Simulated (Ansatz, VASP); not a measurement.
CdS in VASP and in Ansatz

```
CELL_PARAMETERS angstrom
4.20358 0.00000 0.00000
-2.10179 3.64041 0.00000
0.00000 0.00000 5.72573
ATOMIC_POSITIONS crystal
Cd 0.00000 0.00000 0.44269
S 0.66667 0.33333 0.43431
```

Change from the starting cell: volume scaled by 0.96.

Alike in both runs: task single point; functional PBE; k mesh 7 × 7 × 5; occupations fermi-dirac, width 0.05 eV; no spin polarisation.

```csv
,VASP,Ansatz
version,VASP 6.6.1,Ansatz 0.2.0
potentials or method,"VASP PAW PBE potentials, release 64 (Cd, S), cutoff 520 eV","all-electron LAPW, scalar-relativistic"
```

```tsv
	VASP	Ansatz	Ansatz less VASP
gap on the k mesh at the Fermi level (eV)	1.54	1.54	-0.003
least direct gap on the mesh (eV)	1.55	1.54	-0.003
pressure (GPa)	1.2	1.0	-0.19
largest component of the traceless stress (GPa)	1.19	0.99	-0.202
rms of the force components (eV/Å)	0.005	0.003	-0.0017
```

Atom by atom the forces differ by 0.002 eV/Å (rms over components). Ansatz ran all-electron here, so the differences hold the error of VASP's frozen core and of both bases.

Caveats: an odd mesh through Γ misses points on the zone boundary, where band edges often lie.
